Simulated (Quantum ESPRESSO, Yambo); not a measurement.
# Quasiparticle gap of InP (F-43m) in Yambo, part 2 of 2

Aim: the G0W0 gap of InP (F-43m) on PBE, step by step.

Quantum ESPRESSO 7.5 and Yambo 5.3.0; PBE and many-body steps on it, plane waves. Known limits of the many-body steps: not at the basis limit; no spin-orbit coupling; coarse k mesh.

So far. Step 2 (Ground state): The gap is direct, at Γ. Step 3 (Bands along the symmetry lines): The gap is 0.686 eV, as in the run before at this level.

## Step 4: Empty states on the mesh, 4×4×4 mesh, 609 bands

Level of this step: DFT, PBE, plane waves, norm-conserving pseudopotentials (Quantum ESPRESSO).

The sums over transitions need many empty states on a uniform mesh; this step solves for them.

pw.in

```
&control
  calculation = 'nscf'
  prefix = 'x'
  outdir = 'o'
  pseudo_dir = 'pseudo'
/
&system
  ibrav = 0
  nat = 2
  ntyp = 2
  ecutwfc = 80.0
  nbnd = 609
  force_symmorphic = .true.
/
&electrons
  conv_thr = 1e-9
  electron_maxstep = 80
  diago_full_acc = .true.
  diago_thr_init = 5e-6
/
ATOMIC_SPECIES
  In 114.82 In.upf
  P 30.974 P.upf
CELL_PARAMETERS angstrom
  -0.0000000000 2.9343500000 2.9343500000
  2.9343500000 -0.0000000000 2.9343500000
  2.9343500000 2.9343500000 -0.0000000000
ATOMIC_POSITIONS crystal
  In 0.0000000000 0.0000000000 0.0000000000
  P 0.2500000000 0.2500000000 0.2500000000
K_POINTS automatic
  4 4 4 0 0 0
```

Command:

```bash
$ OMP_NUM_THREADS=1 mpirun -n 4 pw.x -nk 4 -in pw.in > pw.out
```

The program printed:

```text
[banner, memory and clock lines left out]
Program PWSCF v.7.5 starts

     Atomic positions and unit cell read from directory:
     o/x.save/

     Message from routine setup:
     using ibrav=0 with symmetry is DISCOURAGED, use correct ibrav instead

     G-vector sticks info

     bravais-lattice index     =            0
     lattice parameter (alat)  =       7.8420  a.u.
     unit-cell volume          =     341.0062 (a.u.)^3
     number of atoms/cell      =            2
     number of atomic types    =            2
     number of electrons       =        26.00
     number of Kohn-Sham states=          609
     kinetic-energy cutoff     =      80.0000  Ry
     charge density cutoff     =     320.0000  Ry
     Exchange-correlation= PBE
                           (   1   4   3   4   0   0   0)

     celldm(1)=   7.841981  celldm(2)=   0.000000  celldm(3)=   0.000000
     celldm(4)=   0.000000  celldm(5)=   0.000000  celldm(6)=   0.000000

     crystal axes: (cart. coord. in units of alat)
               a(1) = (  -0.000000   0.707107   0.707107 )
               a(2) = (   0.707107  -0.000000   0.707107 )
               a(3) = (   0.707107   0.707107  -0.000000 )

     reciprocal axes: (cart. coord. in units 2 pi/alat)
               b(1) = ( -0.707107  0.707107  0.707107 )
               b(2) = (  0.707107 -0.707107  0.707107 )
               b(3) = (  0.707107  0.707107 -0.707107 )
     Pseudo is Norm-conserving + core correction, Zval = 21.0
     Generated using ONCVPSP code by D. R. Hamann
     Using radial grid of 1964 points,  6 beta functions with:
     Pseudo is Norm-conserving + core correction, Zval =  5.0
     Generated using ONCVPSP code by D. R. Hamann
     Using radial grid of 1298 points,  6 beta functions with:
     In               21.00   114.82000     In( 1.00)
     P                 5.00    30.97400     P ( 1.00)

     24 Sym. Ops. (no inversion) found

   Cartesian axes

     site n.     atom                  positions (alat units)
         1        In     tau(   1) = (   0.0000000   0.0000000   0.0000000  )
         2        P      tau(   2) = (   0.3535534   0.3535534   0.3535534  )

     number of k points=     8
                       cart. coord. in units 2pi/alat
        k(    1) = (   0.0000000   0.0000000   0.0000000), wk =   0.0312500
        k(    2) = (   0.1767767   0.1767767  -0.1767767), wk =   0.2500000
        k(    3) = (  -0.3535534  -0.3535534   0.3535534), wk =   0.1250000
[...]
k(    7) = (  -0.7071068   0.0000000   0.0000000), wk =   0.0937500
        k(    8) = (  -0.7071068   0.3535534   0.0000000), wk =   0.1875000

     Dense  grid:    33079 G-vectors     FFT dimensions: (  45,  45,  45)

     The potential is recalculated from file :
     o/x.save/charge-density

     Starting wfcs are   17 randomized atomic wfcs +  592 random wfcs

     Band Structure Calculation

     End of band structure calculation

          k = 0.0000 0.0000 0.0000 (  4111 PWs)   bands (ev):

  -106.7657 -65.2427 -65.2427 -65.2427  -5.9358  -5.9358  -5.9358  -5.7871
    -5.7871  -3.2311   8.2604   8.2604   8.2604   8.9469  12.3492  12.3492
    12.3492  16.8336  17.6674  17.6674  19.4792  19.4792  19.4792  22.1665
[...]
[... 65 further rows ...]
[...]
296.6576

          k = 0.1768 0.1768-0.1768 (  4122 PWs)   bands (ev):

[...]
[... 65 further rows ...]
[...]
298.5774

          k =-0.3536-0.3536 0.3536 (  4140 PWs)   bands (ev):

[...]
64.4159  66.7542  66.7542  66.8024  67.0517  67.0517  68.1622  68.8442
     [... 65 further rows ...]
   295.5359 295.7417 295.8382 295.8382 295.8654 296.1767 296.2088 297.1051
   297.3231

          k = 0.3536 0.0000 0.0000 (  4088 PWs)   bands (ev):

     [... further k-points ...]

     highest occupied, lowest unoccupied level (ev):     8.2604    8.9469

     XML data file, pseudopotentials, collected wavefunctions
```

It took 65 s on 4 MPI ranks of Intel Xeon Platinum 8559C (Emerald Rapids), shared host; peak memory 1.3 GiB; 4.3 min of CPU time.

Numbers from this step:

```
gap                                                           : 0.6864 eV
k of the valence top                                          : 0, 0, 0
k of the conduction bottom                                    : 0, 0, 0
least direct gap                                              : 0.6864 eV
k points computed                                             : 8
lowest point of the top converged band, above the valence top : 287.7155 eV
```

On this mesh the gap is 0.686 eV.

## Step 5: Conversion and set-up

This step: Yambo 5.3.0; conversion and set-up on PBE, plane waves, norm-conserving pseudopotentials.

The states are converted to the many-body program's format and the q mesh is built.

Command:

```bash
$ (cd o/x.save; p2y > p2y.log; mv SAVE ../..); yambo > setup.log
```

The program printed:

```text
 Yambo, version 5.3.0

 [02] CORE Variables Setup
 =========================

  [02.01] Unit cells
  ==================

  Cell kind             :  FCC
  Atoms in the cell     :  In  P
  number of In atoms    :  1
  number of P  atoms    :  1

  List of atomic masses
  Mass of In    :  114.8200
  Mass of P     :  30.97400

  List of atomic coordinates    : [cc]
  In1       :  0.000000  0.000000  0.000000  order 1
  P1       :  2.772559  2.772559  2.772559  order 2

  Alat factors          :  5.545118  5.545118  5.545118 [a.u.]
  Direct lattice volume :  341.0062 [a.u.]
  Direct lattice vectors:  A[ 1 ]  A[ 2 ]  A[ 3 ]
   A[ 1 ]: -0.000000  1.000000  1.000000  [iru]
  -0.000000  5.545118  5.545118  [cc]
   A[ 2 ]:  1.000000 -0.000000  1.000000  [iru]
   5.545118 -0.000000  5.545118  [cc]
   A[ 3 ]:  1.000000  1.000000 -0.000000  [iru]
   5.545118  5.545118 -0.000000  [cc]

  Recip. lattice volume :  0.727407 [a.u.]
  Recip. lattice vectors:  B[ 1 ]  B[ 2 ]  B[ 3 ]
   B[ 1 ]: -0.500000  0.500000  0.500000  [iku]
  -0.566551  0.566551  0.566551  [cc]
   B[ 2 ]:  0.500000 -0.500000  0.500000  [iku]
   0.566551 -0.566551  0.566551  [cc]
   B[ 3 ]:  0.500000  0.500000 -0.500000  [iku]
   0.566551  0.566551 -0.566551  [cc]

  [02.02] Symmetries
  ==================

  Inversion symmetry    : yes
  Spatial inversion     : no
  Inversion index       :  25
  K-space Time-reversal : yes
  Magnetic symmetries   : no
  Time-reversal derived K-space symmetries:   25   48
  Group table correct   : yes
  Symmetries units      :  [cc]

   [S  1]:   1.0000     -0.16705E-16 -0.16705E-16 -0.16705E-16   1.0000      0.16705E-16  0.16705E-16  0.16705E-16   1.0000
   [S  2]:  -1.0000      0.16705E-16 -0.16705E-16  0.16705E-16  -1.0000      0.16705E-16 -0.16705E-16 -0.16705E-16   1.0000
   [S  3]:  -1.0000     -0.16705E-16  0.16705E-16  0.16705E-16   1.0000     -0.16705E-16 -0.16705E-16  0.16705E-16  -1.0000
[...]
[S  9]: -0.16705E-16   1.0000     -0.16705E-16  0.16705E-16 -0.16705E-16   1.0000       1.0000      0.16705E-16  0.16705E-16
   [S 10]: -0.16705E-16  -1.0000      0.16705E-16  0.16705E-16  0.16705E-16  -1.0000       1.0000     -0.16705E-16 -0.16705E-16
     [... 36 further rows ...]
   [S*47]:   1.0000     -0.16705E-16  0.16705E-16 -0.16705E-16  0.16705E-16  -1.0000      0.16705E-16   1.0000     -0.16705E-16
   [S*48]:   1.0000      0.16705E-16 -0.16705E-16 -0.16705E-16 -0.16705E-16   1.0000      0.16705E-16  -1.0000      0.16705E-16

  [02.03] Reciprocal space
  ========================

  nG shells         :   335
  nG charge         :   33079
  nG WFs            :   4987
  nC WFs            :   4140
  G-vecs. in first 33 shells:  [ Number ]
     1    9   15   27   51   59   65   89  113
    137   169   181   229   259   283   307   331   339
    387   411   459   531   537   561   609   645   701
    725   749   821   869   893   941
  ...
[...]
K/Q-points units:
  rlu = crystal or reduced units; cc = cartesian coordinates; iku = interal k-units

  K [1]          [rlu]:  0.000000  0.000000  0.000000
         WF components:   4111
  K [2]          [rlu]:  0.59653E-17  0.59653E-17  0.25000
         WF components:   4122
  K [3]          [rlu]: -0.11931E-16 -0.11931E-16 -0.50000
         WF components:   4140
  K [4]          [rlu]:  0.20327E-17  0.25000      0.25000
         WF components:   4088
  K [5]          [rlu]: -0.17896E-16  0.25000     -0.50000
         WF components:   4121
  [... 2 further k-points ...]
  K [8]          [rlu]:  0.250000 -0.500000 -0.250000
         WF components:   4128

  [02.05] Energies & Occupations
  ==============================

  [X] === General ===
  [X] Electronic Temperature                        :  0.000000  0.000000 [eV K]
  [X] Bosonic    Temperature                        :  0.000000  0.000000 [eV K]
  [X] Finite Temperature mode                       : no
  [X] El. density                                   :  0.51453E+24 [cm-3]
  [X] Fermi Level                                   :  8.260446 [eV]

  [X] === Gaps and Widths ===
  [X] Conduction Band Min                           :  0.686430 [eV]
  [X] Valence Band Max                              :  0.000000 [eV]
  [X] Filled Bands                                  :  13
  [X] Empty Bands                                   :    14   609
  [X] Direct Gap                                    :  0.686430 [eV]
  [X] Direct Gap localized at k                     :  1
  [X] Indirect Gap                                  :  0.686430 [eV]
  [X] Indirect Gap between kpts                     :  1  1
  [X] Last valence band width                       :  2.892736 [eV]
  [X] 1st conduction band width                     :  3.606218 [eV]

  E @ K [1]:  [eV]
  -115.0261  -73.5032  -73.5032  -73.5032  -14.1962  -14.1962  -14.1962  -14.0476
   -14.048      -11.492     -0.11057E-11 -0.36857E-12   0.0000      0.68643       4.0887       4.0887
    4.08873   8.57316   9.40696   9.40696  11.21876  11.21876  11.21876  13.90602
[...]
occ @ K [1]
[...]
E @ K [2]:  [eV]
[...]
occ @ K [2]
[...]
E @ K [3]:  [eV]
[...]
occ @ K [3]
[...]
E @ K [4]:  [eV]
[...]
occ @ K [4]
[...]
E @ K [5]:  [eV]
[...]
occ @ K [5]
[...]
[... 2 further k-points ...]
  E @ K [8]:  [eV]
[...]
occ @ K [8]
[...]
0.000000  0.000000  0.000000  0.000000  0.000000  0.000000  0.000000  0.000000
   0.000000  0.000000  0.000000  0.000000  0.000000  0.000000  0.000000  0.000000

 [03] Transferred momenta grid and indexing
 ==========================================

 IBZ Q-points                                      :   8
 BZ  Q-points                                      :   64

 K/Q-points units:
 rlu = crystal or reduced units; cc = cartesian coordinates; iku = interal k-units

 Q [1]          [rlu]:  0.000000  0.000000  0.000000
 Q [2]          [rlu]:  0.92257E-17  0.92257E-17  0.25000
 Q [3]          [rlu]: -0.18451E-16 -0.18451E-16 -0.50000
[...]
Q [7]          [rlu]: -0.40653E-17 -0.50000     -0.50000
 Q [8]          [rlu]:  0.250000 -0.500000 -0.250000

  [03.01] X indexes
  =================

   [03.01.01] Sigma indexes
   ========================

 [06] Game Over & Game summary
```

Run time: 3.3 s. Hardware: 1 MPI rank; peak memory 0.25 GiB.

## Step 6: Screening and self-energy, 4×4×4 mesh, 609 bands, screening to 353.7 eV

Now the one-shot GW correction: screening in the RPA, then the self-energy of the levels asked for.

This step: G0W0 on PBE, plane waves, norm-conserving pseudopotentials.

gw3.in

```
HF_and_locXC
gw0
dyson
ppa
em1d
rim_cut
RandQpts= 1000000
RandGvec= 1 RL
EXXRLvcs= 80 Ry
VXCRLvcs= 320 Ry
Chimod= "HARTREE"
% BndsRnXp
 1 | 609 |
%
NGsBlkXp= 26 Ry
% LongDrXp
 1 | 1 | 1 |
%
% GbndRnge
 1 | 609 |
%
DysSolver= "n"
ExtendOut
PPAPntXp= 27.21138 eV
% QPkrange
 1 | 1 | 12 | 15 |
%
```

Command:

```bash
$ OMP_NUM_THREADS=1 mpirun -n 4 yambo -F gw3.in -J gw3 -C gw3 > gw3.log
```

The program printed:

```text
 Yambo, version 5.3.0

 [02] CORE Variables Setup
 =========================

  [... cell, symmetries and grids as in the set-up ...]

  [02.05] Energies & Occupations
  ==============================

  [X] === General ===
  [X] Electronic Temperature                        :  0.000000  0.000000 [eV K]
  [X] Bosonic    Temperature                        :  0.000000  0.000000 [eV K]
  [X] Finite Temperature mode                       : no
  [X] El. density                                   :  0.51453E+24 [cm-3]
  [X] Fermi Level                                   :  8.260446 [eV]

  [X] === Gaps and Widths ===
  [X] Conduction Band Min                           :  0.686430 [eV]
  [X] Valence Band Max                              :  0.000000 [eV]
  [X] Filled Bands                                  :  13
  [X] Empty Bands                                   :    14   609
  [X] Direct Gap                                    :  0.686430 [eV]
  [X] Direct Gap localized at k                     :  1
  [X] Indirect Gap                                  :  0.686430 [eV]
  [X] Indirect Gap between kpts                     :  1  1
  [X] Last valence band width                       :  2.892736 [eV]
  [X] 1st conduction band width                     :  3.606218 [eV]

 [03] Transferred momenta grid and indexing
 ==========================================

 IBZ Q-points                                      :   8
 BZ  Q-points                                      :   64

 K/Q-points units:
 rlu = crystal or reduced units; cc = cartesian coordinates; iku = interal k-units

 Q [1]          [rlu]:  0.000000  0.000000  0.000000
 Q [2]          [rlu]:  0.92257E-17  0.92257E-17  0.25000
 Q [3]          [rlu]: -0.18451E-16 -0.18451E-16 -0.50000
 Q [4]          [rlu]:  0.20327E-17  0.25000      0.25000
 Q [5]          [rlu]: -0.25051E-16  0.25000      0.50000
 Q [6]          [rlu]: -0.73963E-16  0.25000     -0.25000
 Q [7]          [rlu]: -0.40653E-17 -0.50000     -0.50000
 Q [8]          [rlu]:  0.250000 -0.500000 -0.250000

 [04] Coloumb potential Random Integration (RIM)
 ===============================================

  [04.01] RIM initialization
  ==========================

  * Diagonal components only detected *

  8 x (sBL volume)        :  0.090926 [a.u.]
  sBZ random points       :  1000000
  Points outside the sBZ  :   7987327
  RL volume               :  0.727407 [a.u.]
  Integrated volume       :  0.728561 [a.u.]

  [04.02] RIM integrals
  =====================

  Gamma point sphere radius             :  0.081567 [a.u.]
  Points outside the sphere             :   799513
  [Int_sBZ(q=0) 1/q^2]*(Vol_sBZ)^(-1/3) =:  7.764325
                                 should be <:  7.795600

  Summary of Coulomb integrals for non-metallic bands |Q|[au] RIM/Bare

  Q [1] 0.100000E-4 0.995988 * Q [2] 0.245324 1.066027
  Q [4] 0.283276 1.064776 * Q [6] 0.400612 1.027388
  Q [5] 0.469759 1.020443 * Q [3] 0.490648 1.018189
  Q [7] 0.566551 1.014848 * Q [8] 0.633423 1.011845

 [05] Dipoles
 ============

  [05.01] Setup: observables and procedures
  =========================================

 [06] Dynamic Dielectric Matrix (PPA)
 ====================================

 [WR./gw3//ndb.pp]---------------------------------------------------------------
  Brillouin Zone Q/K grids (IBZ/BZ)                :    8   64    8   64
  RL vectors                                       :   5029 [WF]
  Coulomb cutoff potential                         : none
  Electronic Temperature                           :  0.000000 [K]
  Bosonic    Temperature                           :  0.000000 [K]
  PPA    diel. fun.  energies                      : Perdew, Burke & Ernzerhof(X)+Perdew, Burke & Ernzerhof(C)
  wavefunctions                                    : Perdew, Burke & Ernzerhof(X)+Perdew, Burke & Ernzerhof(C)
  Global Gauge                                     : length
  X matrix size                                    :   821
  X band range                                     :     1   609
  X e/h energy range                               : -1.000000 -1.000000 [eV]
  X Time ordering                                  : R
  X Hxc Kernel                                     : HARTREE
  X Drude frequency                                :  0.000000  0.000000
  X poles                                          :  100.0000 [o/o]
  RL vectors in the sum                            :   5029
  [r,Vnl] included                                 : yes
  Field direction                                  :  0.577350E-5  0.577350E-5  0.577350E-5
  BZ energy Double Grid                            : no
  BZ energy DbGd points                            : 0
  BZ Q point size factor                           : -1.000000
  X Optical Averaged directions                    : none

 [07] Local Exchange-Correlation + Non-Local Fock
 ================================================

 [VXC] Plane waves :   33079
 [EXS] Plane waves :   4279

 QP @ state[ 1 ] K range:  1  1
 QP @ state[ 1 ] b range:  12  15

 [xc] Functional : Perdew, Burke & Ernzerhof(X)+Perdew, Burke & Ernzerhof(C)
 [xc] LIBXC used to calculate xc functional
  PP Number of Atomic Species                      :  2
  NLCC RL compoments                               :   33079
  PP Number of Atomic Species                      :  2
  NLCC RL compoments                               :   33079

 [xc] E_xc :  -18.18593 [Ha]
      E_xc :  -36.37186 [Ry]

  Local XC kind (lXC) : Perdew, Burke & Ernzerhof(X)+Perdew, Burke & Ernzerhof(C)
  Non-Local XC kind (nlXC) : Hartree-Fock

  Corrections @ K [1] :  [eV]
 <12|nlXC|12> = -14.70522  0.18346E-16 <12|lXC|12> = -12.90482  0.000000
 <13|nlXC|13> = -14.70532  0.81267E-17 <13|lXC|13> = -12.90482  0.000000
 <14|nlXC|14> = -7.812627  0.19826E-17 <14|lXC|14> = -11.73024  0.000000
 <15|nlXC|15> = -6.358374  0.11220E-18 <15|lXC|15> = -10.77631 -0.37763E-15

 [08] Dyson equation: Newton solver
 ==================================

  [08.01] G0W0 (W PPA)
  ====================

  [  GW  ] Bands range     :     1   609
  [GW/PPA] G damping       :  0.100000 [eV]

  QP @ state[ 1 ] K range:  1  1
  QP @ state[ 1 ] b range:  12  15

   Sc/G bands                                       :     1   609
   Sc/G damping                                     :  0.100000 ev
   Sc bands terminator                              : no
   Sx RL components                                 :   4279

   QP @ state[ 1 ] K range                          :  1  1
   QP @ state[ 1 ] b range                          :  12  15
   GF energies kind                                 : Perdew, Burke & Ernzerhof(X)+Perdew, Burke & Ernzerhof(C)
   GF WF`s kind                                     : Perdew, Burke & Ernzerhof(X)+Perdew, Burke & Ernzerhof(C)
   Xs energies kind                                 : Perdew, Burke & Ernzerhof(X)+Perdew, Burke & Ernzerhof(C)
   Xs WF`s kind                                     : Perdew, Burke & Ernzerhof(X)+Perdew, Burke & Ernzerhof(C)

 [11] Game Over & Game summary
```

It took 40 min on 4 MPI ranks; peak memory 3.3 GiB.

This step gave:

| Property | Result |
| --- | --- |
| G0W0 gap on the points computed | 1.387 eV |
| starting gap on the mesh | 0.6864 eV |
| k of the valence top | 0, 0, 0 |
| k of the conduction bottom | 0, 0, 0 |
| least direct G0W0 gap on the computed points | 1.387 eV |
| Z at the valence top | 0.7796 |
| Z at the conduction bottom | 0.7932 |

The gap on the mesh goes from 0.69 eV to 1.39 eV, a correction of +0.70 eV.

Limits: finite bands, cutoff and mesh; no spin-orbit coupling; coarse k mesh. v1 is the top filled band, c1 the lowest empty one. Levels before and after the correction, in eV, zero at the valence-band top of each column:

```tsv
	conduction bottom	valence top
Kohn-Sham	0.69	0.00
G0W0	1.39	0.00
```

```tsv
	level	energy (eV)
Kohn-Sham	Γ v2-v1	0.000
Kohn-Sham	Γ c1	0.686
Kohn-Sham	Γ c2	4.089
G0W0	Γ v2-v1	0.000
G0W0	Γ c1	1.387
G0W0	Γ c2	4.926
```

## Step 7: Where the time went

Times are wall times on the hardware named with each run, good to a factor of about two.

```tsv
step	time	share	memory (GiB)
ground state	4.9 s	0 %	0.3
bands along the symmetry lines	4 s	0 %	0.27
empty states on the mesh	65 s	3 %	1.3
conversion and set-up	3.3 s	0 %	0.25
screening and self-energy	40 min	97 %	3.3
```

## Step 8: Outcome

* PBE gap: 0.69 eV, direct
* G0W0 gap on the mesh: 1.39 eV
* GW settings: 4×4×4 mesh, 609 bands, screening to 353.7 eV, Godby-Needs plasmon pole
* known limits: not at the basis limit; no spin-orbit coupling; coarse k mesh

G0W0 moves the gap on the mesh from 0.69 eV to 1.39 eV (+0.70 eV), with Z of 0.78 and 0.79 at the edges. Only 1 of the mesh's irreducible points was corrected, so a valley elsewhere could overtake. The dearest step here is «screening and self-energy». Bands and cutoff are finite, so the gap is not at the basis limit. The miss can reach some tenths of an eV and take either sign; the mesh is an error of its own. In the G0W0 run levels were corrected at 1 k point alone, so a gap called «on the mesh» is the least over those, and an edge elsewhere would be missed. The 4×4×4 mesh is coarse for this cell, which bears on the long-range parts of exchange and screening. The many-body steps are scalar-relativistic: spin-orbit coupling is not in them.

[Paths, hosts, dates, memory and timing lines, banners, echoed tables and standing remarks are left out of the program output.]

[Logs are printed without paths, hosts, clocks, repeated set-up lines and the standing remarks that a program may print on its own settings, such as how far it seeks lower states.]

[Runs of the session that timed out or met a known fault of the program may be left out.]

[Hosts, paths, dates, database ids (printed as entryN), source tags and the programs' standing remarks are cut or masked in the printed files.]
